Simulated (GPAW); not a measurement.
Input of a GPAW 26.7.0 run:

The input run.py:

```python
from ase.calculators.mixing import SumCalculator
from ase.eos import EquationOfState
from ase.io import Trajectory, read
from ase.units import GPa
from dftd3.ase import DFTD3
from gpaw import GPAW, PW, setup_paths

setup_paths.insert(0, '.')

atoms = read('POSCAR')

traj = Trajectory('eos.traj', 'w')
volumes, energies = [], []
for x in [0.94, 0.96, 0.98, 1.0, 1.02, 1.04, 1.06]:
    a = atoms.copy()
    a.set_cell(atoms.cell * x**(1 / 3), scale_atoms=True)
    calc = GPAW(mode=PW(600),
                xc='BLYP',
                kpts={'size': (6, 6, 6), 'gamma': True},
                occupations={'name': 'fermi-dirac', 'width': 0.05},
                nbands=18,
                convergence={'density': 1e-05, 'energy': 1e-05},
                eigensolver='davidson',
                maxiter=150,
                txt=f'eos-{x:.2f}.txt')
    a.calc = SumCalculator([calc, DFTD3(method='blyp', damping='d3zero')])
    energies.append(a.get_potential_energy())
    volumes.append(a.get_volume())
    p = -a.get_stress()[:3].mean() / GPa
    calc.write(f'eos-{x:.2f}.gpw')
    traj.write(a)
    print(f'{x:.2f} {volumes[-1]:10.4f} A^3 {energies[-1]:14.6f} eV {p:9.3f} GPa', flush=True)

v0, e0, B = EquationOfState(volumes, energies, eos='birchmurnaghan').fit()
print(f'V0 = {v0:.4f} A^3, E0 = {e0:.6f} eV, B0 = {B / GPa:.2f} GPa')
```

The input POSCAR:

```
CdTe
1.0
    0.0000000000      3.2050000000      3.2050000000
    3.2050000000      0.0000000000      3.2050000000
    3.2050000000      3.2050000000      0.0000000000
Te Cd
1 1
Direct
    0.7500000000      0.7500000000      0.7500000000
    0.0000000000      0.0000000000      0.0000000000
```

Potentials or basis: PAW data sets generated in the run's folder for this functional, pw.

The run is started by

```sh
$ gpaw-setup -f BLYP Cd Te
$ OMP_NUM_THREADS=1 python run.py
```

Task: Estimate the equilibrium volume.

Result: 34.93 Å³/atom (rough: see the caveat).

Task: What does it give for the bulk modulus?

Result: 38 GPa (rough).

Energy against volume, from the lowest point:
| volume (Å³/atom) | energy (meV/atom) |
| --- | --- |
| 30.947 | 69.58 |
| 31.605 | 46.45 |
| 32.263 | 28.64 |
| 32.922 | 15.58 |
| 33.580 | 6.76 |
| 34.239 | 1.71 |
| 34.897 | 0.00 |

Caveat: the minimum lies outside the volumes run. The run has no spin-orbit coupling, so splittings on Te are missing.
